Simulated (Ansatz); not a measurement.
Ansatz input

```yaml
crystal:
  lattice:
    - [3.8080012551, 0.0, 0.0]
    - [-1.9040006276, 3.2978258245, 0.0]
    - [0.0, 0.0, 7.254909083]
  atoms:
    - { symbol: Se, position: [0.0, 0.0, 0.0] }
    - { symbol: Se, position: [1.0, 0.0, 0.5] }
    - { symbol: Se, position: [0.3333333333, 0.6666666667, 0.25] }
    - { symbol: Se, position: [0.6666666667, 0.3333333333, 0.75] }
hamiltonian:
  xc: pbe
  pseudopotentials:
    kind: paw
    azcp:
      Se: "pseudopotentials/Se.paw.azcp"
basis:
  ecutwfc: 420
  fft_grid_basis: typed
kpoints:
  mp_grid: { grid: [11, 11, 5], shift: [0, 0, 0] }
magnetization:
  spin_polarized: false
scf:
  occupations: { method: fermi_dirac, width: 0.1 }
  lower_state_search: "off"
output:
  stress: true
```

and its output:

```
Engine: ansatz 0.2.0, x86_64-unknown-linux-gnu
Pseudopotentials: kind: paw
Pseudopotential: Se, paw, valence charge 16, recommended cutoff 420 eV (normal) 
Functional definition: PBE
  parameter kappa = 0.804
  parameter beta = 0.06672455060314922
  exchange = pbe_x(kappa = kappa, mu = beta*pi^2/3)
  correlation = pbe_c(beta = beta)
Crystal: 4 atoms, lattice volume = 91.108 Å³
Basis set: ecut = 420 eV, 1801 PW (Γ)
Bands: 37, of which v1, the nominal top of the filled ones, is band 32 counted from 1 (31 counted from 0)
Symmetry: 24 space group operations
Space group: P63/mmc (ITA 194), of the structure as read, at distance tolerance 4.5e-5 Å
k-points: 48 of 605
Non-local potential: Se, projectors of the file, l = 0: 2, l = 1: 2, l = 2: 3, l = 3: 1
PAW form: soft (Blöchl's): semilocal exchange-correlation on the pseudo side does not see the compensation charge
PAW one-centre angular grid: Se, 590 points (default); XC on 64 Gauss nodes
Initial density: superposition of atomic densities (neutral atoms: chi_scale 0, normalization atom), corrected by the library's trained network
Initial wavefunctions: pseudopotential atomic-orbital guess
Functional: x = pbe(κ = 0.804, μ = 0.2195149727645171), c = pbe(β = 0.06672455060314922)
SCF iter   1: F=—  HF=-21875.166414 eV  |F-HF|=—  |Δ(HF+E_count)|=         —  Δρ=1.79e-3  dr2=1.45e-3  ethr=1.77e-3  ⟨swp⟩=6.1  Hψ=6475  notcnv=0
SCF iter   2: F=—  HF=-21875.167457 eV  |F-HF|=—  |Δ(HF+E_count)|=   1.04e-3  Δρ=4.02e-4  dr2=1.43e-4  ethr=2.27e-6  ⟨swp⟩=2.0  Hψ=3694  notcnv=0
SCF iter   3: F=—  HF=-21875.167406 eV  |F-HF|=—  |Δ(HF+E_count)|=   5.11e-5  Δρ=9.72e-5  dr2=4.36e-6  ethr=2.23e-7  ⟨swp⟩=2.0  Hψ=3328  notcnv=0
SCF iter   4: F=—  HF=-21875.167403 eV  |F-HF|=—  |Δ(HF+E_count)|=   2.48e-6  Δρ=3.06e-5  dr2=6.11e-7  ethr=6.81e-9  ⟨swp⟩=2.0  Hψ=3337  notcnv=0
iter 5 did not close the SCF: its close was put off for the readings that it lacked (scf_convergence_deferred on its scf_iter line)
SCF iter   5: F=-21875.167403 eV  HF=-21875.167403 eV  |F-HF|=2.59e-8  |Δ(HF+E_count)|=   3.29e-7  Δρ=6.10e-6  dr2=2.38e-8  ethr=9.55e-10  ⟨swp⟩=2.0  Hψ=3326  notcnv=0
SCF iter   6: F=-21875.167403 eV  HF=-21875.167403 eV  |F-HF|=1.22e-9  |Δ(HF+E_count)|=   2.92e-8  Δρ=1.32e-6  dr2=1.02e-9  ethr=3.72e-11  ⟨swp⟩=2.1  Hψ=5626  notcnv=0
SCF 1 converged in 6 iterations: F = -21875.167403 eV  dr2 = 1.02e-9
SCF converged after 6 iterations
Free energy (F): -21875.167403 eV
Harris-Foulkes:  -21875.167403 eV  (|F-HF|=1.22e-9)
Internal energy: -21875.088718 eV  (E = F + TS)
E sigma→0 (E₀):  -21875.128061 eV
Entropy (-TS):   -0.078686 eV (-19.671 meV/atom)
Fermi energy:    9.654600 eV
--- Per-component energies (eV) ---
  E_band       = -1481.389574
  E_kinetic    = 465.707814
  E_local      = -9001.108186  (includes V_loc(G=0)·N_el)
  E_nonlocal   = -2376.232234
  E_hartree    = 4475.422549
  E_xc         = -413.516184
  E_vxc        = -388.331675  (∫ρ·V_xc dr)
  E_paw        = -7648.962296  (= ΣΔE_a)
  E_vpaw       = 867.731290  (= ΣTr[D̂ρ^β])
  E_aug_tail   = -0.002359  (compensation charges beyond the density's cutoff)
  E_ewald      = -7376.397822
  E_smearing   = -0.078686  (= −TS)
  E_closure    = -0.000000  (closes the sum)
  Σ components = -21875.167403   (vs F -21875.167403, Δ=0.00e0)
--- Stress (GPa, compression-positive) ---
       -0.348495      -0.000000       0.000000
        0.000000      -0.348495       0.000000
        0.000000       0.000000       0.672774
  P = ⅓ Tr σ = -0.0081 GPa (-0.081 kbar)
```

Launched by

```sh
ansatz run input.yaml --threads 1 --pin off --max-ram 3584MiB --backend cpu --events-out ev --progress --plain --runs-dir out
```

On 1 thread of Intel(R) Xeon(R) Platinum 8259CL CPU @ 2.50GHz (Skylake/Cascade Lake) (shared host) this took about 11 s of wall time and 9.6 s of CPU time.
